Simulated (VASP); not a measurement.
**VASP 6.6.1 run: BaTiO3**

INCAR

```
LCHARG = .FALSE.
LASPH = .TRUE.
NSW = 0
EDIFF = 1E-7
GGA = PE
ISIF = 2
NBANDS = 28
ENCUT = 520
LREAL = Auto
ISMEAR = 1
NELM = 120
SIGMA = 0.1
LWAVE = .FALSE.
IBRION = -1
PREC = Accurate
```

KPOINTS

```
KPOINTS created by Atomic Simulation Environment
0
Gamma
6 6 6
0 0 0
```

POSCAR

```
Ba Ti O
 1.0000000000000000
     3.8742736247999998    0.0000000000000000    0.0000000000000000
     0.0000000000000000    3.8742736247999998    0.0000000000000000
     0.0000000000000000    0.0000000000000000    3.8742736247999998
 Ba  Ti  O
   1   1   3
Cartesian
  0.0000000000000000  0.0000000000000000  0.0000000000000000
  1.9371368123999997  1.9371368123999997  1.9371368123999997
  1.9371368123999997  1.9371368123999997  0.0000000000000000
  1.9371368123999997  0.0000000000000000  1.9371368123999997
  0.0000000000000000  1.9371368123999997  1.9371368123999997
```

The recommended PBE PAW datasets give the neutral cell 40 valence electrons.

Command

```
mpirun -np 1 vasp_std
```

Task: Predict the outcome of this run.

Result: It converged. Results: gap between bands v and c on the k mesh 1.93 eV; least direct gap on the k mesh 1.97 eV; pressure 25.7 GPa. Band v is the last that the valence electrons fill when counted band by band, and c is the next.

OSZICAR

```
N       E                     dE             d eps       ncg     rms          rms(c)
DAV:   1     0.441438252101E+03    0.44144E+03   -0.21074E+04  1120   0.158E+03
DAV:   2    -0.451868562602E+01   -0.44596E+03   -0.42444E+03  1280   0.441E+02
DAV:   3    -0.476964828612E+02   -0.43178E+02   -0.42810E+02  1540   0.136E+02
DAV:   4    -0.500014785390E+02   -0.23050E+01   -0.23006E+01  1672   0.252E+01
DAV:   5    -0.500655064894E+02   -0.64028E-01   -0.64010E-01  1468   0.366E+00    0.256E+01
DAV:   6    -0.394351593444E+02    0.10630E+02   -0.53019E+01  1484   0.706E+01    0.100E+01
DAV:   7    -0.395077710159E+02   -0.72612E-01   -0.75835E+00  1380   0.207E+01    0.761E+00
DAV:   8    -0.394327535967E+02    0.75017E-01   -0.76646E-01  1372   0.839E+00    0.273E+00
DAV:   9    -0.394566805992E+02   -0.23927E-01   -0.17192E-01  1376   0.284E+00    0.964E-01
DAV:  10    -0.394483611126E+02    0.83195E-02   -0.66402E-02  1440   0.213E+00    0.449E-01
DAV:  11    -0.394466786432E+02    0.16825E-02   -0.85493E-03  1640   0.843E-01    0.589E-02
DAV:  12    -0.394466134200E+02    0.65223E-04   -0.14738E-03  1344   0.422E-01    0.109E-01
DAV:  13    -0.394465504553E+02    0.62965E-04   -0.29091E-04  1456   0.146E-01    0.121E-02
DAV:  14    -0.394465562263E+02   -0.57709E-05   -0.39968E-05  1268   0.620E-02    0.239E-02
DAV:  15    -0.394465543850E+02    0.18412E-05   -0.27267E-06  1328   0.158E-02    0.131E-02
DAV:  16    -0.394465522000E+02    0.21850E-05   -0.44139E-06  1424   0.230E-02    0.287E-03
DAV:  17    -0.394465522078E+02   -0.77475E-08   -0.26965E-07  1224   0.360E-03
   1 F= -.39446552E+02 E0= -.39446760E+02  d E =0.622240E-03
```

For comparison, a separate PBE run of the intended cell, on usual settings and not on those above, gives a gap of 1.93 eV on its mesh and a pressure of 25.6 GPa.
